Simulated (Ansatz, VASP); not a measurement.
**One calculation of SnO2 (Cassiterite), two programs**

```xyz
6
Lattice="4.6449 0.0000 0.0000 0.0000 4.6449 0.0000 0.0000 0.0000 3.1828" Properties=species:S:1:pos:R:3 pbc="T T T"
Sn    0.0000    0.0000    0.0000
Sn    2.3224    2.3224    1.5914
O     1.4183    1.4183    0.0000
O     0.9041    3.7408    1.5914
O     3.2265    3.2265    0.0000
O     3.7408    0.9041    1.5914
```

Alike in both runs: functional PBE; k mesh 6 × 6 × 8; occupations gaussian, width 0.02 eV; no spin polarisation.

Ansatz relaxed the structure, and its values are those at the end. VASP's run is a single point on that final structure, the one shown.

|  | VASP | Ansatz |
| --- | --- | --- |
| version | VASP 6.6.1 | Ansatz 0.2.0 |
| potentials or method | VASP PAW PBE potentials, release 64 (Sn_d, O) | scalar-relativistic, plane waves, PAW |
| plane-wave cutoff (eV) | 520 | 420 |
| valence electrons in the cell | 52 | 52 |

```tsv
	VASP	Ansatz	Ansatz less VASP
gap on the k mesh at the Fermi level (eV)	1.67	1.68	+0.008
least direct gap on the mesh (eV)	1.67	1.68	+0.008
pressure (GPa)	21.1	20.3	-0.75
rms of the force components (eV/Å)	0.006	0.000	-0.0061
```

The functional is the same, so the differences come from potentials, cutoffs and numerics.

Caveats: so large a pressure means that the cell lies far from this level's equilibrium, or that cutoff or potentials fall short (VASP); spin-orbit coupling is left out, which moves the levels of the heavy elements.
